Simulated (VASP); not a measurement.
Write the native input for VASP 6.6.1 that does the following.

```
Task                   : relaxation of cell and atoms
Functional             : PBEsol
Potentials or basis    : VASP PAW PBE potentials, release 64 (Zn, Se)
Cutoff                 : 600 eV
k mesh                 : 8 × 8 × 8
Occupations            : gaussian, width 0.03 eV
Spin                   : no spin polarisation
Further INCAR settings : ALGO = Normal; EDIFF = 1e-06; IBRION = 2; EDIFFG = -0.01; NSW = 90; ISIF = 3
```

The structure of ZnSe (Stilleite) lies in POSCAR:

```
ZnSe
1.0
    0.0000000000      2.8338000000      2.8338000000
    2.8338000000      0.0000000000      2.8338000000
    2.8338000000      2.8338000000      0.0000000000
Zn Se
1 1
Direct
    0.0000000000      0.0000000000      0.0000000000
    0.2500000000      0.2500000000      0.2500000000
```

The input as run:

INCAR

```
SYSTEM = ZnSe
PREC     = Accurate       ! precision mode
ENCUT    = 600            ! plane-wave cutoff, eV
EDIFF    = 1E-6           ! SCF threshold, eV
ISMEAR   = 0              ! smearing method
SIGMA    = 0.03           ! smearing width, eV
LREAL    = .FALSE.        ! projectors in reciprocal space
LASPH    = .TRUE.         ! aspherical terms in the spheres
NELM     = 80             ! most SCF steps
ALGO     = Normal         ! electronic algorithm
ISIF     = 3              ! what is computed and relaxed
LWAVE    = .FALSE.        ! write WAVECAR
LCHARG   = .FALSE.        ! write CHGCAR
GGA      = PS             ! functional
IBRION   = 2              ! ionic algorithm
NSW      = 90             ! ionic steps
EDIFFG   = -0.01          ! ionic threshold
KPAR     = 4
```

KPOINTS

```
Automatic mesh
0
G
  8 8 8
  0 0 0
```

Potentials or basis: VASP PAW PBE potentials, release 64 (Zn, Se).

Command:

```console
$ cat potpaw_PBE.64/Zn/POTCAR potpaw_PBE.64/Se/POTCAR > POTCAR
$ mpirun -np 4 vasp_std > vasp.out
```

Results of the run:

```
Relaxed volume                         : 22.44 Å³/atom
Relaxed cell                           : a = 3.989 Å, b = 3.989 Å, c = 3.989 Å, α = 60.00°, β = 60.00°, γ = 60.00°
Space group after relaxing (to 0.05 Å) : F-43m (No. 216)
Energy gained by relaxing              : 0.9 meV/atom
Ionic steps                            : 3
Pressure after relaxing                : 0.0 GPa
Band gap on the k mesh                 : 1.23 eV, direct
```

Caveat: the PAW data sets were made with another functional, which shifts forces and pressure a little.

Wall time 9.8 s on 4 MPI ranks on Intel(R) Xeon(R) 6975P-C (Granite Rapids), with other jobs on the host, peak memory 0.19 GiB a rank.
